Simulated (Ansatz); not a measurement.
**Relaxation of WC₂**

Method: DFT PBEsol, scalar-relativistic, plane waves, PAW (Ansatz 0.2.0). Settings: 420 eV cutoff, 20×20×20 k-mesh, Gaussian smearing of 0.10 eV, no spin polarisation.

What was changed in Si2W: Si → C on all its sites, cell and atoms relaxed.

Spin–orbit coupling is left out, which can shift energies with elements as heavy as these.

Command:

```bash
ansatz run input.yaml --threads 1 --pin off --max-ram 2560MiB --backend cpu --events-out ev --progress --plain --runs-dir out
```

Input:

```yaml
crystal:
  lattice:
    - [-1.5089657648, 1.5089657648, 2.9697971218]
    - [1.5089657648, -1.5089657648, 2.9697971218]
    - [1.5089657648, 1.5089657648, -2.9697971218]
  atoms:
    - { symbol: C, position: [0.3789185713, 0.3789185713, 0.0] }
    - { symbol: C, position: [0.6210814287, 0.6210814287, 0.0] }
    - { symbol: W, position: [0.0, 0.0, 0.0] }
basis:
  ecutwfc: 420
kpoints:
  mp_grid: { grid: [20, 20, 20] }
hamiltonian:
  xc: pbesol
scf:
  occupations: { method: gaussian, width: 0.1 }
output:
  forces: true
  stress: true
  eigenvalues: true
  write_density: true
  write_potential: true
  elf: true
  volumetric_format: npy
relax:
  adjacent_minimum: "off"
  f_tol: 0.01
  max_steps: 60
  cell: { stress_tol: 0.1 }
```

F is the free energy. Steps run on the plane waves of an earlier cell, but the last one, and at times one on the way, on a freshly chosen basis, so a repeated geometry can differ a little in energy.

Steps:

| step | F − F(1) (eV) | largest force component (eV/Å) | V (Å³/atom) | P (GPa) |
| --- | --- | --- | --- | --- |
| 1 | 0.0000 | 0.162 | 9.016 | -0.05 |
| 2 | -0.0016 | 0.150 | 9.000 | 0.40 |
| 3 | -0.0023 | 0.086 | 9.011 | -0.76 |
| 4 | -0.0027 | 0.003 | 8.992 | 0.15 |
| 5 | -0.0026 | 0.000 | 8.997 | 0.00 |
| 6 | -0.0025 | 0.001 | 8.997 | 0.00 |

Relaxed structure:

```cif
data_structure
_symmetry_space_group_name_H-M 'P 1'
_symmetry_Int_Tables_number 1
_cell_length_a 3.6657
_cell_length_b 3.6657
_cell_length_c 3.6657
_cell_angle_alpha 131.584
_cell_angle_beta 131.584
_cell_angle_gamma 70.886
_cell_volume 26.99
loop_
_atom_site_label
_atom_site_type_symbol
_atom_site_fract_x
_atom_site_fract_y
_atom_site_fract_z
_atom_site_occupancy
C1 C 0.37842 0.37842 0.00000 1
C2 C 0.62158 0.62158 0.00000 1
W1 W 0.00000 0.00000 0.00000 1
```

The structure is tetragonal, space group I4/mmm (No. 139). The conventional cell has a = 3.006 Å, b = 3.006 Å, c = 5.973 Å, α = 90.00°, β = 90.00°, γ = 90.00°. Around C (site symmetry 4mm) lie 1 C at 1.45 Å. W (site symmetry 4/mmm) has 10 C at 2.25 to 2.26 Å as nearest neighbours.

The run converged. The run took 110 s on 1 thread of Intel(R) Xeon(R) Platinum 8259CL CPU @ 2.50GHz (Skylake/Cascade Lake), with other jobs on the host, peak memory 0.61 GiB.